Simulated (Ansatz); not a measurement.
# A computed series for AgCl: pressure series

Start from AgCl in the rock salt structure (space group Fm-3m, No. 225).

AgCl is taken in the cubic space group Fm-3m (No. 225), the rock salt structure, Pearson symbol cF8. Cell: a = 5.545 Å, b = 5.545 Å, c = 5.545 Å, α = 90.00°, β = 90.00°, γ = 90.00°. Cl on 4a sees 6 Ag at 2.773 Å (octahedral). Ag on 4b has 6 Cl at 2.773 Å (octahedral). (Neighbours: up to the widest gap in distance over summed covalent radii, below 1.35, at either atom; cation-cation and far metal-metal contacts left out.)
(The calculation used a cell of 2 atoms; values per cell refer to that cell.)

Cell and atoms are relaxed at each pressure.

Calculations: Kohn–Sham DFT with the r2SCAN functional, run in Ansatz (a first-principles code) with PAW and 500 eV plane waves, no spin-orbit coupling.

```
pressure (GPa)  volume per atom (Å³/atom)
--------------  -------------------------
-2                                 22.279
-1                                 21.762
0                                  21.312
1.8                                     ?
4.2                                19.884
9                                  18.750
18                                 17.305
30                                 16.027
60                                 14.116
```

Problem. Fit the third-order Birch–Murnaghan form P(V) = (3B₀/2)[(V₀/V)^(7/3) − (V₀/V)^(5/3)]·[1 + (3/4)(B₀′ − 4)((V₀/V)^(2/3) − 1)] (squares taken in P) to the rows shown and predict the withheld row.

Solution. Least squares on the printed values gives V₀ = 21.313 Å³/atom, B₀ = 50.9 GPa, B₀′ = 5.1; this predicts 20.630 Å³/atom, and the run gives 20.628 Å³/atom, 0.002 lower.

Load acts through the strain it causes; cell and atoms are relaxed under it. No phonon test of stability was made. Competing high-pressure phases were not computed.
